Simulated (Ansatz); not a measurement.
## TiO: relaxation of cell and atoms with PBEsol+D3(BJ)-ATM

Crystal: TiO.

```
Ti O
1.0
     4.98909    0.00000    0.00000
    -2.49454    4.32068    0.00000
     0.00000    0.00000    2.87331
Ti O
3 3
Direct
  0.00000 0.00000 0.00000
  0.33333 0.66667 0.50000
  0.66667 0.33333 0.50000
  0.00000 0.39444 0.00000
  0.39444 0.00000 0.00000
  0.60556 0.60556 0.00000
```

The cell comes from a database or a generator and needn't be the stable form of this composition.

```
Program             : Ansatz 0.2.0
Task                : relaxation of cell and atoms
Functional          : PBEsol
Dispersion          : D3(BJ)-ATM
Potentials or basis : Ansatz PAW
Cutoff              : 420 eV (not typed: the program's choice for these potentials)
k mesh              : 6 × 6 × 9
Occupations         : fermi-dirac, width 0.05 eV
Spin                : no spin polarisation
```

| Property | Result |
| --- | --- |
| Relaxed volume | 9.87 Å³/atom |
| Relaxed cell | a = 4.923 Å, b = 4.923 Å, c = 2.821 Å, α = 90.00°, β = 90.00°, γ = 120.00° |
| Space group after relaxing (to 0.05 Å) | P-62m (No. 189) |
| Energy gained by relaxing | 15.5 meV/atom |
| Ionic steps | 7 |
| Pressure after relaxing | 0.0 GPa |
| Band gap on the k mesh | none (metal or under the smearing width) |

Forces in eV/Å, atoms in the order of the input:
```
Ti   0.000  0.000  0.000
Ti   0.000  0.000  0.000
Ti   0.000  0.000  0.000
O   -0.001  0.002  0.000
O    0.003  0.000  0.000
O   -0.001 -0.002  0.000
```

The path:
```csv
step,energy change (eV),largest force (eV/Å),volume (Å³)
1,0.0000,0.0296,61.94
2,-0.0925,0.0129,59.91
3,-0.1015,0.0153,59.21
4,-0.1014,0.0044,59.25
5,-0.0931,0.0042,59.25
6,-0.0934,0.0028,59.19
7,-0.0933,0.0028,59.19
```

Final structure:
```
Ti O
1.0
     4.92253    0.00000    0.00000
    -2.46126    4.26303    0.00000
     0.00000    0.00000    2.82069
Ti O
3 3
Direct
  0.00000 0.00000 0.00000
  0.33333 0.66667 0.50000
  0.66667 0.33333 0.50000
  0.00000 0.39556 0.00000
  0.39556 0.00000 0.00000
  0.60444 0.60444 0.00000
```

Levels at points of the mesh, in eV from the Fermi level:
```csv
k point,band 24,band 25,band 26,band 27,band 28,band 29,band 30,band 31
"(0.00, 0.00, 0.00)",-5.67,-3.56,-0.91,-0.90,-0.90,0.31,0.31,0.86
"(0.00, -0.50, 0.00)",-5.43,-2.61,-2.21,-1.90,0.42,0.94,1.15,1.45
```

It took 29 s on 2 threads of Arm Neoverse V2, with other jobs on the host, peak memory 0.36 GiB.

Caveat: the plane-wave basis is chosen anew once the cell has moved, so the energies of steps on either side of that aren't comparable; the pressure holds a Pulay correction of +0.6 GPa for the finite cutoff; semilocal functionals often make such compounds metallic where correlation or magnetic order opens a gap, which also shifts bond lengths; pairwise dispersion overbinds metals, which lowers pressure and volume; the PAW data sets come from PBE, with cores solved anew for the run's functional, which leaves a small shift of forces and pressure.
